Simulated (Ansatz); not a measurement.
# CdSe: band gap under strain

Aim: follow the gap of CdSe (zincblende) through these states: -5.0 % strain along x alone; -1.0 % shear in the xy plane; -4.0 % biaxial strain in the (111) plane, free along [111]. The table at the end shows which levels were run.

The runs shown are made with Ansatz 0.2.0. PAW datasets, plane waves. Spin-unpolarised throughout; all numbers are computed.

### 1 The structure to begin with

The unstrained cell was relaxed with r2SCAN; in each strained cell the atoms were relaxed again with r2SCAN. Names of k-points are those of the unstrained zone, where strain can split equivalent points. First state: -5.0 % strain along x alone.

It is tetragonal, I-4m2 (No. 119); a = 4.338 Å, c = 5.829 Å in the conventional setting, 27.43 Å³ an atom. Near Cd stand 4 Se at 2.61 Å; near Se stand 4 Cd at 2.61 Å.

As a file:

```
Cd Se
1.0
     0.00000    3.06778    3.06778
     2.91439    0.00000    3.06778
     2.91439    3.06778    0.00000
Cd Se
1 1
Cartesian
  0.0000 0.0000 0.0000
  1.4572 1.5339 1.5339
```

From earlier runs on the unstrained cell: PBE 0.56 eV, r2SCAN 1.04 eV, HSE06 1.48 eV, G0W0 1.10 eV (on its mesh); a = 6.136 Å.

### 2 -5.0 % strain along x alone: PBE

Input file input.yaml:

```yaml
crystal:
  lattice:
    - [0.0, 3.0677809642, 3.0677809642]
    - [2.914391916, 0.0, 3.0677809642]
    - [2.914391916, 3.0677809642, 0.0]
  atoms:
    - { symbol: Cd, position: [0.0, 0.0, 0.0] }
    - { symbol: Se, position: [0.25, 0.25, 0.25] }
kpoints:
  mp_grid: { grid: [8, 8, 8] }
  band_path:
    path:
      - [0.0, 0.0, 0.0]
      - [-0.5, -0.5, 0.0]
      - [-0.375, -0.375, 0.25]
      - [-0.375, 0.0, 0.375]
      - [0.0, 0.0, 0.5]
      - [-0.5, -0.25, 0.25]
    npoints: 1
hamiltonian:
  xc: pbe
scf:
  occupations: { method: fermi_dirac, width: 0.02 }
  n_extra_bands: 4
output:
  forces: true
  stress: true
  eigenvalues: true
```

On the command line:

```console
ansatz run input.yaml --threads 2 --pin off --max-ram 2211MiB --backend cpu --events-out ev --progress --plain --runs-dir out
```

Further steps of the session: -5.0 % strain along x alone: r2SCAN; -5.0 % strain along x alone: HSE06; -5.0 % strain along x alone: G0W0@PBE; -1.0 % shear in the xy plane: PBE; -1.0 % shear in the xy plane: r2SCAN; -1.0 % shear in the xy plane: HSE06; -1.0 % shear in the xy plane: G0W0@PBE; -4.0 % biaxial strain in the (111) plane, free along [111]: PBE; -4.0 % biaxial strain in the (111) plane, free along [111]: r2SCAN; -4.0 % biaxial strain in the (111) plane, free along [111]: HSE06; -4.0 % biaxial strain in the (111) plane, free along [111]: G0W0@PBE.

**Question.** What will these runs give?

**Answer**, as computed:

Least gap in eV (negative: overlap), with the change from the unstrained cell in brackets. G0W0 is on its own coarse mesh.

```
                                                     state  volume change (%)           PBE        r2SCAN         HSE06          G0W0
                               -5.0 % strain along x alone               -5.0  0.56 (+0.00)  1.05 (+0.01)  1.50 (+0.02)  1.13 (+0.03)
                              -1.0 % shear in the xy plane               -0.0  0.53 (-0.03)  1.01 (-0.03)  1.46 (-0.02)  1.08 (-0.02)
-4.0 % biaxial strain in the (111) plane, free along [111]               -4.5  0.45 (-0.11)  0.92 (-0.12)  1.37 (-0.11)  0.97 (-0.13)
```

In words: With HSE06, of the states in the table -4.0 % biaxial strain in the (111) plane, free along [111] shifts the gap most, by -0.111 eV. PBE and HSE06 differ by 0.93 eV on the unstrained gap, and by at most 0.02 eV on its change: the two disagree on the size of the gap but agree on its response to strain. G0W0 values are finite-basis, finite-mesh values.
